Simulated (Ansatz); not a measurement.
**Ge: a shear that moves c along a**

One table from this session's results is given with a row withheld; the runs are named, their logs left out.

Method: DFT PBEsol, scalar-relativistic, plane waves, PAW, in Ansatz 0.2.0.

2 further runs of the same task are left out: 2 set aside as unsound or not needed.

## The starting structure

It takes space group Fd-3m (No. 227, cubic). Conventional cell: a = 5.675 Å, b = 5.675 Å, c = 5.675 Å, α = 90.00°, β = 90.00°, γ = 90.00°. Ge (site symmetry -43m) has 4 Ge at 2.46 Å as nearest neighbours.

Coordinates:

```
Ge
1.0
     2.83743    2.83743    0.00000
    -2.83743    2.83743    0.00000
     0.00000    0.00000    5.67485
Ge
4
Direct
  0.50000 0.50000 0.50000
  0.50000 0.00000 0.25000
  0.00000 0.00000 0.00000
  0.00000 0.50000 0.75000
```

It goes back to an entry of the Materials Project.

The first run:

input.yaml reads:

```yaml
crystal:
  lattice:
    - [2.8374271074, 2.8374271074, 0.0]
    - [-2.8374271074, 2.8374271074, 0.0]
    - [0.0, 0.0, 5.6748542148]
  atoms:
    - { symbol: Ge, position: [0.5, 0.5, 0.5] }
    - { symbol: Ge, position: [0.5, 0.0, 0.25] }
    - { symbol: Ge, position: [0.0, 0.0, 0.0] }
    - { symbol: Ge, position: [0.0, 0.5, 0.75] }
basis:
  ecutwfc: 420
kpoints:
  mp_grid: { grid: [14, 14, 10] }
hamiltonian:
  xc: pbesol
scf:
  occupations: { method: gaussian, width: 0.1 }
output:
  forces: true
  stress: true
  eigenvalues: true
```

The run is started by

```bash
> ansatz run input.yaml --threads 1 --pin off --max-ram 2560MiB --backend cpu --events-out ev --progress --plain --runs-dir out
```

Steps of the session up to this table: Zero strain; Strain +2.0 %; Strain +4.0 %; The cell strained by +6.0 %; The cell strained by +8.0 %; Strain +12.0 %.

One of the session's tables, all rows but one given; the rest of the session is left out.

Lengths are those of the vectors of the cell that was run; stresses in GPa:

| strain (%) | ΔE (meV/atom) | c (Å) |
| --- | --- | --- |
| +0.0 | 0.0 | 5.675 |
| +2.0 | 1.7 | 5.676 |
| +4.0 | ? | ? |
| +6.0 | 14.9 | 5.685 |
| +8.0 | 26.2 | 5.693 |
| +12.0 | 57.5 | 5.716 |

Estimate the missing values for strain (%) = +4.0.

Worked estimate for «ΔE (meV/atom)». A straight line through the neighbours (2.0, 1.7) and (6.0, 14.9) gives 1.7 + (14.9 − 1.7) × (4.0 − 2.0) / (6.0 − 2.0) = 8.3; a parabola fitted to 4 rows on both sides gives 6.7.

**Answer.** ΔE (meV/atom): 6.7; c (Å): 5.679. In «ΔE (meV/atom)» the line misses by +1.6 and the parabola by 0.0.

ΔE is over the unstrained cell. Stress in GPa, positive in compression, on the Cartesian axes of the input. 

Limits of these values: Warnings in the runs' records: stress scf threshold loose.
